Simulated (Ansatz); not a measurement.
# Nickel, omega (AlB2-type) under LDA: structure, energy and stiffness, part 1 of 2

What does LDA give for nickel in the omega (AlB2-type) structure? We relax it, solve it on a dense k-mesh, then scale the cell to 7 volumes from 88 to 112 % of the relaxed one and try a fit of the equation of state. The start is ferromagnetic. The k-meshes are 9×9×13 for the relaxation; 12×12×18 for the dense run; 11×11×15 for the volumes.

Program: Ansatz 0.2.0. Level of theory: DFT LDA (PW92), plane waves (420 eV) with PAW, scalar-relativistic; the PAW data stem from PBE, with regenerated cores. These are calculated values, not measurements.

**1. Starting point**

Symmetry: P6/mmm, No. 191, hexagonal system. Conventional cell: a = 3.954 Å, b = 3.954 Å, c = 2.424 Å, α = 90.00°, β = 90.00°, γ = 120.00°. Ni (site symmetry 6/mmm) has 14 Ni at 2.42 to 2.58 Å as nearest neighbours. Ni (site symmetry -6m2) has 11 Ni at 2.28 to 2.58 Å as nearest neighbours.

As a file:

```
Ni
1.0
     3.95407    0.00000    0.00000
    -1.97704    3.42433    0.00000
     0.00000    0.00000    2.42385
Ni
3
Direct
  0.00000 0.00000 0.00000
  0.33333 0.66667 0.50000
  0.66667 0.33333 0.50000
```

Starting moments (μB): +0.8 ×3.

**2. Relaxation of the cell**

Contents of input.yaml:

```yaml
crystal:
  lattice:
    - [3.9540713024, 0.0, 0.0]
    - [-1.9770356512, 3.4243261962, 0.0]
    - [0.0, 0.0, 2.4238457083]
  atoms:
    - { symbol: Ni, position: [0.0, 0.0, 0.0], spin: 0.8 }
    - { symbol: Ni, position: [0.3333333333, 0.6666666667, 0.5], spin: 0.8 }
    - { symbol: Ni, position: [0.6666666667, 0.3333333333, 0.5], spin: 0.8 }
hamiltonian:
  xc: lda
  pseudopotentials:
    kind: paw
    azcp:
      Ni: "pseudopotentials/Ni.paw.azcp"
basis:
  ecutwfc: 420
  fft_grid_basis: typed
kpoints:
  mp_grid: { grid: [9, 9, 13], shift: [0, 0, 0] }
magnetization:
  spin_polarized: true
scf:
  occupations: { method: fermi_dirac, width: 0.05 }
relax:
  max_steps: 60
  f_tol: 0.01
  cell: {}
```

Standard output:

```text
Warning: <dir> the record states the generating functional pbe (its physics header spells it `PBE`), which answers neither for hamiltonian.xc's functional nor for the lda family's — results may be inconsistent (PPs are generated against a specific XC)
Warning: RAYON_NUM_THREADS=2 ignored (pool sized by the plan → 2); use --threads N
Engine: ansatz 0.2.0, x86_64-unknown-linux-gnu
Pseudopotentials: kind: paw
Pseudopotential: Ni, paw, valence charge 18, recommended cutoff 420 eV (normal), <dir>
Functional definition: SPW92
  exchange = slater_x
  correlation = pw_c
Crystal: 3 atoms, lattice volume = 32.819 Å³
Basis set: ecut = 420 eV, 621 PW (Γ)
Bands: 34, of which v1, the nominal top of the filled ones, is band 27 counted from 1 (26 counted from 0)
Symmetry: 24 space group operations
Space group: P6/mmm (ITA 191), of the structure as read, at distance tolerance 3.2e-5 Å
Magnetic group: BNS 191.233 (UNI 1463), of the structure as read, at distance tolerance 3.2e-5 Å
k-points: 84 of 1053
Non-local potential: Ni, projectors of the file, l = 0: 3, l = 1: 2, l = 2: 3, l = 3: 1
PAW form: soft (Blöchl's): semilocal exchange-correlation on the pseudo side does not see the compensation charge
PAW frozen core: Ni, regenerated for the run's functional, and the local potential with it (the file was generated under x = pbe(κ = 0.804, μ = 0.2195149727645171), c = pbe(β = 0.06672455060314922))
PAW one-centre angular grid: Ni, 590 points (default); XC on 64 Gauss nodes
Initial density: superposition of atomic densities (chi_scale 0.1, normalization cell)
Starting moments: Σ|m| = 2.4 μB on 3 of 3 sites
Initial wavefunctions: pseudopotential atomic-orbital guess
Functional: x = slater, c = lda
SCF iter   1: F=—  HF=-17317.243981 eV  |F-HF|=—  |Δ(HF+E_count)|=         —  Δρ=7.21e-2 (↑3.31e-2 ↓7.21e-2)  dr2=2.08e0  dr2_m=1.19e-1  M=2.381 μB ∫|m|=2.483 μB  β_m=0.30  ethr=3.10e-3  ⟨swp⟩=5.6  Hψ=18859  notcnv=0
Mixer restart at iter 1: flushing history
preconditioner: auto → none  [metal: Δε(μ)=0.003 eV  Ē_g=8.581 eV  σ=0.050 eV  W_gap=0.01  n_scr=8 (ndim 8)  ℏωp=35.5 eV  f_vac=0.000  D(μ)=6.86/eV (n_scr^D=136)  sad-step TF]
SCF iter   2: F=—  HF=-17316.852929 eV  |F-HF|=—  |Δ(HF+E_count)|=   3.91e-1  Δρ=1.78e-2 (↑1.78e-2 ↓1.32e-2)  dr2=3.50e-2  dr2_m=4.03e-2  M=2.276 μB ∫|m|=2.413 μB  β_m=0.30  ethr=3.10e-3  ⟨swp⟩=2.4  Hψ=9740  notcnv=0  defer=156
SCF iter   3: F=—  HF=-17317.783374 eV  |F-HF|=—  |Δ(HF+E_count)|=         —  Δρ=1.47e-2 (↑1.28e-2 ↓1.47e-2)  dr2=7.59e-2  dr2_m=1.17e-2  M=2.118 μB ∫|m|=2.265 μB  β_m=0.30  ethr=6.49e-5  ⟨swp⟩=2.1  Hψ=9370  notcnv=0  defer=156
Mixer restart at iter 3: flushing history
SCF iter   4: F=—  HF=-17318.507818 eV  |F-HF|=—  |Δ(HF+E_count)|=   7.24e-1  Δρ=1.09e-2 (↑6.55e-3 ↓1.09e-2)  dr2=3.25e-2  dr2_m=7.36e-3  M=2.061 μB ∫|m|=2.220 μB  β_m=0.54  ethr=6.49e-5  ⟨swp⟩=2.3  Hψ=10421  notcnv=0  defer=156
SCF iter   5: F=—  HF=-17319.417393 eV  |F-HF|=—  |Δ(HF+E_count)|=   9.10e-1  Δρ=2.23e-2 (↑7.12e-3 ↓2.23e-2)  dr2=1.93e-1  dr2_m=2.01e-2  M=1.952 μB ∫|m|=2.126 μB  β_m=0.52  ethr=6.02e-5  ⟨swp⟩=2.8  Hψ=11266  notcnv=0  defer=164  recentre
SCF iter   6: F=—  HF=-17319.447184 eV  |F-HF|=—  |Δ(HF+E_count)|=   2.98e-2  Δρ=1.10e-2 (↑3.74e-3 ↓1.10e-2)  dr2=3.87e-2  dr2_m=5.79e-3  M=1.952 μB ∫|m|=2.127 μB  β_m=0.81  ethr=6.02e-5  ⟨swp⟩=2.1  Hψ=9523  notcnv=0  defer=173
SCF iter   7: F=—  HF=-17319.653545 eV  |F-HF|=—  |Δ(HF+E_count)|=   2.06e-1  Δρ=1.10e-2 (↑9.36e-3 ↓1.10e-2)  dr2=7.60e-2  dr2_m=5.00e-3  M=1.893 μB ∫|m|=2.074 μB  β_m=0.68  ethr=6.02e-5  ⟨swp⟩=2.9  Hψ=11670  notcnv=0  defer=173
SCF iter   8: F=—  HF=-17319.641393 eV  |F-HF|=—  |Δ(HF+E_count)|=   1.22e-2  Δρ=2.82e-3 (↑2.82e-3 ↓2.52e-3)  dr2=2.47e-3  dr2_m=1.33e-3  M=1.871 μB ∫|m|=2.050 μB  β_m=0.33  ethr=6.02e-5  ⟨swp⟩=2.2  Hψ=9661  notcnv=0  defer=180
SCF iter   9: F=-17319.625045 eV  HF=-17319.641077 eV  |F-HF|=1.60e-2  |Δ(HF+E_count)|=   3.16e-4  Δρ=8.59e-3 (↑3.58e-3 ↓8.59e-3)  dr2=2.75e-2  dr2_m=2.19e-3  M=1.847 μB ∫|m|=2.022 μB  β_m=0.84  ethr=4.57e-6  ⟨swp⟩=2.0  Hψ=11165  notcnv=0  defer=180
SCF iter  10: F=-17319.641433 eV  HF=-17319.641818 eV  |F-HF|=3.85e-4  |Δ(HF+E_count)|=   7.41e-4  Δρ=1.23e-3 (↑6.19e-4 ↓1.23e-3)  dr2=6.44e-4  dr2_m=3.24e-5  M=1.856 μB ∫|m|=2.032 μB  β_m=0.82  ethr=4.57e-6  ⟨swp⟩=2.0  Hψ=11318  notcnv=0  defer=181
SCF iter  11: F=-17319.641821 eV  HF=-17319.641828 eV  |F-HF|=6.67e-6  |Δ(HF+E_count)|=   1.02e-5  Δρ=1.59e-4 (↑4.33e-5 ↓1.59e-4)  dr2=9.01e-6  dr2_m=1.21e-6  M=1.857 μB ∫|m|=2.034 μB  β_m=0.75  ethr=1.19e-6  ⟨swp⟩=2.1  Hψ=8349  notcnv=0  defer=181
SCF iter  12: F=-17319.641827 eV  HF=-17319.641828 eV  |F-HF|=8.93e-7  |Δ(HF+E_count)|=   9.88e-8  Δρ=8.35e-5 (↑3.17e-5 ↓8.35e-5)  dr2=2.28e-6  dr2_m=3.85e-7  M=1.857 μB ∫|m|=2.034 μB  β_m=0.88  ethr=1.67e-8  ⟨swp⟩=2.2  Hψ=8831  notcnv=0  defer=181
SCF iter  13: F=-17319.641828 eV  HF=-17319.641828 eV  |F-HF|=3.56e-7  |Δ(HF+E_count)|=   5.07e-7  Δρ=3.92e-5 (↑1.26e-5 ↓3.92e-5)  dr2=5.81e-7  dr2_m=7.98e-8  M=1.857 μB ∫|m|=2.033 μB  β_m=0.94  ethr=4.22e-9  ⟨swp⟩=2.4  Hψ=7932  notcnv=0  defer=181
SCF iter  14: F=-17319.641828 eV  HF=-17319.641828 eV  |F-HF|=6.06e-8  |Δ(HF+E_count)|=   1.82e-9  Δρ=2.29e-5 (↑9.95e-6 ↓2.29e-5)  dr2=1.80e-7  dr2_m=2.59e-8  M=1.857 μB ∫|m|=2.033 μB  β_m=0.85  ethr=1.08e-9  ⟨swp⟩=2.0  Hψ=8179  notcnv=0  defer=181
SCF iter  15: F=-17319.641828 eV  HF=-17319.641828 eV  |F-HF|=1.22e-9  |Δ(HF+E_count)|=   2.92e-8  Δρ=3.32e-6 (↑7.20e-7 ↓3.32e-6)  dr2=1.93e-9  dr2_m=1.08e-9  M=1.857 μB ∫|m|=2.033 μB  β_m=0.73  ethr=3.33e-10  ⟨swp⟩=2.0  Hψ=8000  notcnv=0  defer=181
SCF iter  16: F=-17319.641828 eV  HF=-17319.641828 eV  |F-HF|=1.19e-8  |Δ(HF+E_count)|=  9.46e-10  Δρ=5.65e-6 (↑9.31e-7 ↓5.65e-6)  dr2=1.29e-8  dr2_m=1.68e-9  M=1.857 μB ∫|m|=2.033 μB  ethr=3.57e-12  ⟨swp⟩=1.9  Hψ=17107  notcnv=0
at 1 of the mixer's solves, the last at iteration 8, it left a direction of its history that read negative out of its fit and stepped the other way along it
SCF 1 converged in 16 iterations: F = -17319.641828 eV  dr2 = 1.29e-8
relax step   1: F+E_penalty+E_count = -17319.64182838 eV  Δ(F+E_penalty+E_count) = +0.000e0 eV  max|allowed force component| = 2.390e-17 eV/Å  Δτ_max = 0.0000 Å  P = -13.742 GPa  Ω = 32.819 Å³  (16 SCF iters, dr2 threshold 1.00e-7 eV, accepted)
[... 18 lines left out ...]
relax step   2: F+E_penalty+E_count = -17319.72072784 eV  Δ(F+E_penalty+E_count) = -7.890e-2 eV  max|allowed force component| = 5.204e-17 eV/Å  Δτ_max = 0.0000 Å  P = -6.956 GPa  Ω = 31.657 Å³  energy of the carried Pulay correction = +8.306e-4 eV  (10 SCF iters, dr2 threshold 3.00e-7 eV, accepted)
[... 15 lines left out ...]
relax step   3: F+E_penalty+E_count = -17319.74410236 eV  Δ(F+E_penalty+E_count) = -2.337e-2 eV  max|allowed force component| = 2.159e-17 eV/Å  Δτ_max = 0.0000 Å  P = +1.132 GPa  Ω = 30.536 Å³  energy of the carried Pulay correction = +1.659e-3 eV  (11 SCF iters, dr2 threshold 3.00e-7 eV, accepted)
[... 13 lines left out ...]
relax step   4: F+E_penalty+E_count = -17319.74450753 eV  Δ(F+E_penalty+E_count) = -4.052e-4 eV  max|allowed force component| = 3.585e-17 eV/Å  Δτ_max = 0.0000 Å  P = -0.064 GPa  Ω = 30.688 Å³  energy of the carried Pulay correction = +1.545e-3 eV  (9 SCF iters, dr2 threshold 3.00e-7 eV, accepted)
[... 11 lines left out ...]
relax step   5: F+E_penalty+E_count = -17319.74451576 eV  Δ(F+E_penalty+E_count) = -8.234e-6 eV  max|allowed force component| = 3.325e-17 eV/Å  Δτ_max = 0.0000 Å  P = -0.004 GPa  Ω = 30.680 Å³  energy of the carried Pulay correction = +1.551e-3 eV  (7 SCF iters, dr2 threshold 2.44e-8 eV, accepted)
[... 18 lines left out ...]
relax step   6: F+E_penalty+E_count = -17319.74316998 eV  Δ(F+E_penalty+E_count) = +1.346e-3 eV  max|allowed force component| = 3.325e-17 eV/Å  Δτ_max = 0.0000 Å  P = -0.021 GPa  Ω = 30.680 Å³  stress off target by 2.54e-2 GPa  SCF on the basis re-selected at this cell (its energy is not comparable with the rows above)  (14 SCF iters)
basis re-selected at this cell: Δ(F+E_penalty+E_count) = +1.346e-3 eV, ΔP = -0.017 GPa vs the last step (what re-selecting the basis moved, of the pressure what is left beyond the Pulay correction that the steps carried, after the strain that the cell walked since its last selection, with what the two solves' SCF thresholds leave and, on support functions, any second-order correction that the steps lacked; it is no measure of the basis error at this ecutwfc). The dense FFT grid was sized anew with the basis: this SCF ran on 27×27×16 points, the steps before it on 27×27×18, so part of this shift can come from that change (see relax.cell in the input reference). This SCF's stress stands 2.54e-2 GPa from its target on what of the cell is left free (relax.cell.stress_tol is 5.00e-2 GPa) and its largest allowed force component is 3.32e-17 eV/Å (relax.f_tol is 1.00e-2 eV/Å): within both
SCF converged after 14 iterations
Magnetization: 1.7416 μB (27.8708 up, 26.1292 down)
Absolute magnetization: 1.8975 μB (∫|ρ↑−ρ↓|, with the PAW one-centre terms)
Spin contamination: 0.0107 ħ² per cell (⟨S²⟩ above its minimum at these occupations)
Per-site moments (μB) at R_I (Å): [(0.5804017640088291, 0.968867238544367), (0.6164379727561483, 0.9249179536548165), (0.6164379727561484, 0.9249179536548165)]
Free energy (F): -17319.743170 eV
Harris-Foulkes:  -17319.743170 eV  (|F-HF|=7.28e-12)
Internal energy: -17319.693372 eV  (E = F + TS)
E sigma→0 (E₀):  -17319.718271 eV
Entropy (-TS):   -0.049798 eV (-16.599 meV/atom)
Fermi energy:    19.152303 eV
--- Per-component energies (eV) ---
  E_band       = -792.545612
  E_kinetic    = 853.287155
  E_local      = -10041.149418  (includes V_loc(G=0)·N_el)
  E_nonlocal   = 1915.749734
  E_hartree    = 4192.482047
  E_xc         = -255.664544
  E_vxc        = -331.001281  (∫ρ·V_xc dr)
  E_paw        = -4688.266254  (= ΣΔE_a)
  E_vpaw       = -1574.397073  (= ΣTr[D̂ρ^β])
  E_aug_tail   = 0.001187  (compensation charges beyond the density's cutoff)
  E_ewald      = -9297.435640
  E_core_change = 1.302361  (= ΣΔE_core)
  E_smearing   = -0.049798  (= −TS)
  E_closure    = -0.000000  (closes the sum)
  Σ components = -17319.743170   (vs F -17319.743170, Δ=0.00e0)
--- Forces (eV/Å), atoms counted from 1 ---
  atom   1  Ni     0.00000000     0.00000000     0.00000000
  atom   2  Ni     0.00000000    -0.00000000    -0.00000000
  atom   3  Ni     0.00000000     0.00000000     0.00000000
  max |Σ_I F_I| component: 1.39e-17 eV/Å
--- Stress (GPa, compression-positive) ---
       -0.025391      -0.000000      -0.000000
       -0.000000      -0.025391      -0.000000
       -0.000000      -0.000000      -0.012418
  P = ⅓ Tr σ = -0.0211 GPa (-0.211 kbar)
--- Relaxed structure (5 steps of the walk, 5 accepted, 1 SCFs on fresh bases) ---
  F+E_penalty+E_count = -17319.74316998 eV   max|allowed force component| = 3.325e-17 eV/Å   (the final SCF, on the basis selected at the relaxed cell)
  cell:  # Å, volume = 30.6797 Å³
    - [3.8836482146976454, 1.5856920829261157e-33, 4.757076248778349e-34]
    - [-1.9418241073488227, 3.363338013290243, 3.6796112839858e-35]
    - [2.9160877404382142e-34, 1.944058493625476e-34, 2.3487690631378593]
  atoms:
    - { symbol: Ni, position: [-4.410879645295964e-34, -4.755233367506549e-35, -1.6472184286297693e-83] }
    - { symbol: Ni, position: [0.3333333333333333, 0.6666666666666666, 0.5] }
    - { symbol: Ni, position: [0.6666666666666666, 0.3333333333333333, 0.5] }
```

Wall time 57 s (2 threads of an x86-64 CPU, shared host); peak memory 0.5 GiB.

The walk, from the log:

```tsv
step	energy change (meV/atom)	largest force (eV/Å)	pressure (GPa)	volume (Å³/atom)
1	0.00	0.0000	-13.74	10.940
2	-26.30	0.0000	-6.96	10.552
3	-34.09	0.0000	1.13	10.179
4	-34.23	0.0000	-0.06	10.229
5	-34.23	0.0000	0.00	10.227
6	-33.78	0.0000	-0.02	10.227
```

Steps that repeat a cell are solved on a basis chosen anew, so their changes of energy are no gain of the relaxation.

The cell of the run, before and after:

|  | before | after | change |
| --- | --- | --- | --- |
| a (Å) | 3.954 | 3.884 | -1.8 % |
| b (Å) | 3.954 | 3.884 | -1.8 % |
| c (Å) | 2.424 | 2.349 | -3.1 % |
| volume (Å³/atom) | 10.940 | 10.227 | -6.5 % |
| shortest distance (Å) | 2.283 | 2.242 | -1.8 % |
| space group (spins left aside) | P6/mmm | P6/mmm | same |

**3. Single point on a dense mesh**

Contents of input.yaml:

```yaml
crystal:
  lattice:
    - [3.8836482147, 0.0, 0.0]
    - [-1.9418241073, 3.3633380133, 0.0]
    - [0.0, 0.0, 2.3487690631]
  atoms:
    - { symbol: Ni, position: [1.0, 1.0, 1.0], spin: 0.58 }
    - { symbol: Ni, position: [0.3333333333, 0.6666666667, 0.5], spin: 0.616 }
    - { symbol: Ni, position: [0.6666666667, 0.3333333333, 0.5], spin: 0.616 }
hamiltonian:
  xc: lda
  pseudopotentials:
    kind: paw
    azcp:
      Ni: "pseudopotentials/Ni.paw.azcp"
basis:
  ecutwfc: 420
  fft_grid_basis: typed
kpoints:
  mp_grid: { grid: [12, 12, 18], shift: [0, 0, 0] }
magnetization:
  spin_polarized: true
scf:
  occupations: { method: fermi_dirac, width: 0.05 }
```

Standard output, shortened:

```text
Warning: <dir> the record states the generating functional pbe (its physics header spells it `PBE`), which answers neither for hamiltonian.xc's functional nor for the lda family's — results may be inconsistent (PPs are generated against a specific XC)
Warning: RAYON_NUM_THREADS=2 ignored (pool sized by the plan → 2); use --threads N
[...]
Pseudopotentials: kind: paw
Pseudopotential: Ni, paw, valence charge 18, recommended cutoff 420 eV (normal), <dir>
Functional definition: SPW92
[...]
Crystal: 3 atoms, lattice volume = 30.680 Å³
Basis set: ecut = 420 eV, 619 PW (Γ)
Bands: 34, of which v1, the nominal top of the filled ones, is band 27 counted from 1 (26 counted from 0)
Symmetry: 24 space group operations
Space group: P6/mmm (ITA 191), of the structure as read, at distance tolerance 3.1e-5 Å
Magnetic group: BNS 191.233 (UNI 1463), of the structure as read, at distance tolerance 3.1e-5 Å
k-points: 190 of 2592
[...]
Starting moments: Σ|m| = 1.812 μB on 3 of 3 sites
[...]
SCF iter   1: F=—  HF=-17317.170653 eV  |F-HF|=—  |Δ(HF+E_count)|=         —  Δρ=1.04e-1 (↑2.35e-2 ↓1.04e-1)  dr2=2.73e0  dr2_m=5.06e-1  M=2.269 μB ∫|m|=2.357 μB  β_m=0.30  ethr=3.10e-3  ⟨swp⟩=5.6  Hψ=43058  notcnv=0  defer=52
[...]
SCF iter  13: F=-17319.743334 eV  HF=-17319.743334 eV  |F-HF|=6.12e-8  |Δ(HF+E_count)|=   3.15e-9  Δρ=1.25e-5 (↑3.01e-6 ↓1.25e-5)  dr2=6.54e-8  dr2_m=6.51e-9  M=1.725 μB ∫|m|=1.878 μB  ethr=2.45e-11  ⟨swp⟩=1.3  Hψ=27730  notcnv=0
[...]
SCF converged after 13 iterations
Magnetization: 1.7251 μB (27.8625 up, 26.1375 down)
Absolute magnetization: 1.8795 μB (∫|ρ↑−ρ↓|, with the PAW one-centre terms)
Spin contamination: 0.0107 ħ² per cell (⟨S²⟩ above its minimum at these occupations)
Per-site moments (μB) at R_I (Å): [(0.5723744750097457, 0.96886723852875), (0.611854492998318, 0.9249179536564388), (0.6118544929983181, 0.9249179536564388)]
Free energy (F): -17319.743334 eV
[...]
E sigma→0 (E₀):  -17319.718766 eV
Entropy (-TS):   -0.049136 eV (-16.379 meV/atom)
Fermi energy:    19.151518 eV
[...]
```

It took 18 s on 2 threads of an x86-64 CPU, shared host; peak memory 0.64 GiB.

**4. Volume × 0.88**

Contents of input.yaml:

```yaml
crystal:
  lattice:
    - [3.7216378347, 0.0, 0.0]
    - [-1.8608189174, 3.2230329086, 0.0]
    - [0.0, 0.0, 2.2507877458]
  atoms:
    - { symbol: Ni, position: [1.0, 1.0, 1.0], spin: 0.572 }
    - { symbol: Ni, position: [0.3333333333, 0.6666666667, 0.5], spin: 0.612 }
    - { symbol: Ni, position: [0.6666666667, 0.3333333333, 0.5], spin: 0.612 }
hamiltonian:
  xc: lda
  pseudopotentials:
    kind: paw
    azcp:
      Ni: "pseudopotentials/Ni.paw.azcp"
basis:
  ecutwfc: 420
  fft_grid_basis: typed
kpoints:
  mp_grid: { grid: [11, 11, 15], shift: [0, 0, 0] }
magnetization:
  spin_polarized: true
scf:
  occupations: { method: fermi_dirac, width: 0.05 }
  lower_state_search: "off"
output:
  stress: true
```

Standard output, shortened:

```text
Warning: <dir> the record states the generating functional pbe (its physics header spells it `PBE`), which answers neither for hamiltonian.xc's functional nor for the lda family's — results may be inconsistent (PPs are generated against a specific XC)
Warning: RAYON_NUM_THREADS=2 ignored (pool sized by the plan → 2); use --threads N
[...]
Pseudopotentials: kind: paw
Pseudopotential: Ni, paw, valence charge 18, recommended cutoff 420 eV (normal), <dir>
Functional definition: SPW92
[...]
Crystal: 3 atoms, lattice volume = 26.998 Å³
Basis set: ecut = 420 eV, 511 PW (Γ)
Bands: 34, of which v1, the nominal top of the filled ones, is band 27 counted from 1 (26 counted from 0)
Symmetry: 24 space group operations
Space group: P6/mmm (ITA 191), of the structure as read, at distance tolerance 3.0e-5 Å
Magnetic group: BNS 191.233 (UNI 1463), of the structure as read, at distance tolerance 3.0e-5 Å
k-points: 128 of 1815
[...]
Starting moments: Σ|m| = 1.796 μB on 3 of 3 sites
[...]
spin-set hold released at iteration 8 (site moments contracting): the magnetisation degrees of freedom join the quasi-Newton model from the next iteration; the mixer history was flushed
[...]
SCF iter  18: F=-17319.319815 eV  HF=-17319.319815 eV  |F-HF|=1.91e-8  |Δ(HF+E_count)|=   1.25e-8  Δρ=7.70e-6 (↑1.95e-6 ↓7.70e-6)  dr2=1.98e-8  dr2_m=2.10e-9  M=1.391 μB ∫|m|=1.498 μB  ethr=1.85e-10  ⟨swp⟩=3.0  Hψ=26691  notcnv=0
[...]
SCF converged after 18 iterations
Magnetization: 1.3905 μB (27.6953 up, 26.3047 down)
Absolute magnetization: 1.4995 μB (∫|ρ↑−ρ↓|, with the PAW one-centre terms)
Spin contamination: 0.0056 ħ² per cell (⟨S²⟩ above its minimum at these occupations)
Per-site moments (μB) at R_I (Å): [(0.49448866359114896, 0.9284499451424999), (0.472376477516258, 0.8863340498561328), (0.47237647751625816, 0.8863340498561328)]
Free energy (F): -17319.319815 eV
[...]
E sigma→0 (E₀):  -17319.297880 eV
Entropy (-TS):   -0.043870 eV (-14.623 meV/atom)
Fermi energy:    22.446007 eV
[...]
--- Stress (GPa, compression-positive) ---
       42.801327       0.000000       0.000000
        0.000000      42.801327      -0.000000
        0.000000      -0.000000      39.434287
  P = ⅓ Tr σ = 41.6790 GPa (416.790 kbar)
```

Run time: 9.9 s. Hardware: 2 threads of an x86-64 CPU, shared host; peak memory 0.48 GiB.

**5. Volume × 0.92**

input.yaml: that of step 4 with these lines changed.

```diff
@@ -2,5 +2,5 @@
   lattice:
-    - [3.7216378347, 0.0, 0.0]
-    - [-1.8608189174, 3.2230329086, 0.0]
-    - [0.0, 0.0, 2.2507877458]
+    - [3.7771928586, 0.0, 0.0]
+    - [-1.8885964293, 3.2711449705, 0.0]
+    - [0.0, 0.0, 2.2843865462]
   atoms:
```

Standard output, shortened:

```text
Warning: <dir> the record states the generating functional pbe (its physics header spells it `PBE`), which answers neither for hamiltonian.xc's functional nor for the lda family's — results may be inconsistent (PPs are generated against a specific XC)
Warning: RAYON_NUM_THREADS=2 ignored (pool sized by the plan → 2); use --threads N
[...]
Pseudopotentials: kind: paw
Pseudopotential: Ni, paw, valence charge 18, recommended cutoff 420 eV (normal), <dir>
Functional definition: SPW92
[...]
Crystal: 3 atoms, lattice volume = 28.225 Å³
Basis set: ecut = 420 eV, 547 PW (Γ)
Bands: 34, of which v1, the nominal top of the filled ones, is band 27 counted from 1 (26 counted from 0)
Symmetry: 24 space group operations
Space group: P6/mmm (ITA 191), of the structure as read, at distance tolerance 3.0e-5 Å
Magnetic group: BNS 191.233 (UNI 1463), of the structure as read, at distance tolerance 3.0e-5 Å
k-points: 128 of 1815
[...]
Starting moments: Σ|m| = 1.796 μB on 3 of 3 sites
[...]
spin-set hold released at iteration 11 (site moments contracting): the magnetisation degrees of freedom join the quasi-Newton model from the next iteration; the mixer history was flushed
[...]
SCF iter  21: F=-17319.570292 eV  HF=-17319.570292 eV  |F-HF|=3.58e-8  |Δ(HF+E_count)|=   2.32e-8  Δρ=1.07e-5 (↑1.63e-6 ↓1.07e-5)  dr2=3.89e-8  dr2_m=5.52e-9  M=1.513 μB ∫|m|=1.636 μB  ethr=1.85e-10  ⟨swp⟩=2.8  Hψ=27590  notcnv=0
[...]
SCF converged after 21 iterations
Magnetization: 1.5126 μB (27.7563 up, 26.2437 down)
Absolute magnetization: 1.6372 μB (∫|ρ↑−ρ↓|, with the PAW one-centre terms)
Spin contamination: 0.0071 ħ² per cell (⟨S²⟩ above its minimum at these occupations)
Per-site moments (μB) at R_I (Å): [(0.529300736882016, 0.9423094503074999), (0.5199318417786488, 0.899564866893105), (0.5199318417786488, 0.899564866893105)]
Free energy (F): -17319.570292 eV
[...]
E sigma→0 (E₀):  -17319.547112 eV
Entropy (-TS):   -0.046361 eV (-15.454 meV/atom)
Fermi energy:    21.250425 eV
[...]
--- Stress (GPa, compression-positive) ---
       25.046397      -0.000000      -0.000000
       -0.000000      25.046397      -0.000000
       -0.000000      -0.000000      23.156440
  P = ⅓ Tr σ = 24.4164 GPa (244.164 kbar)
```

Wall time 15 s (2 threads of an x86-64 CPU, shared host); peak memory 0.49 GiB.

(Continued in part 2 of 2.)
